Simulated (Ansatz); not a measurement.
Relaxed bulk Al2Cu, space group I4/mcm (No. 140):

Space group I4/mcm (No. 140). a = 5.993 Å, b = 5.993 Å, c = 4.828 Å, α = 90.00°, β = 90.00°, γ = 90.00°
| atom | site | symmetry | x | y | z |
| --- | --- | --- | --- | --- | --- |
| Al | 8h | m.2m | 0.1593 | 0.6593 | 0.0000 |
| Cu | 4a | 422 | 0.0000 | 0.0000 | 0.2500 |

The calculation used DFT PBEsol, scalar-relativistic, plane waves, PAW in Ansatz 0.2.0. Cutoff 420 eV, k spacing 0.19 to 0.25 Å⁻¹, dipole correction; no spin polarisation.

Slabs with different planes and terminations (top/bottom plane) are cut from it in 1×1 cells and relaxed. Each holds whole formula units counted by Al and an excess Δn of Cu (negative: a deficit); ΔE is its energy over those formula units in the bulk and the excess in the standard state of Cu. The formation energy of Al2Cu is -0.523 eV a formula unit (uncorrected), so Δμ(Cu) runs from -0.523 eV to 0 if no other compound intervenes.

```
                slab A (Å²)  Δn(Cu)  ΔE (eV)
(101) Al/Al, Al12Cu6   23.06       0    3.853
(100) Cu/Cu, Al12Cu8   28.93   +2.00    5.675
(101) Al/Cu, Al12Cu6   23.06       0    4.547
(110) Al/Al, Al10Cu6   20.46   +1.00    2.862
(100) Al/Cu, Al16Cu8   28.93       0    5.709
```

Q: Work out each slab's surface energy at the Cu-rich and Cu-poor ends.

A: γ = [ΔE − Δn·Δμ(Cu)]/(2A) × 16.02 J/m² per eV/Å², the mean of both faces:

```
                slab Cu-rich (J/m²) Cu-poor (J/m²)
(101) Al/Al, Al12Cu6            1.34            1.34
(100) Cu/Cu, Al12Cu8            1.57            1.86
(101) Al/Cu, Al12Cu6            1.58            1.58
(110) Al/Al, Al10Cu6            1.12            1.33
(100) Al/Cu, Al16Cu8            1.58            1.58
```

Q: Does the lowest surface change with the conditions?

A: No: among these slabs (110) Al/Al, Al10Cu6 is lowest at both ends, and since each γ is a straight line in Δμ, throughout the range.

Only the planes named were cut, so another facet can lie lower still. Reconstructions in larger cells weren't sought.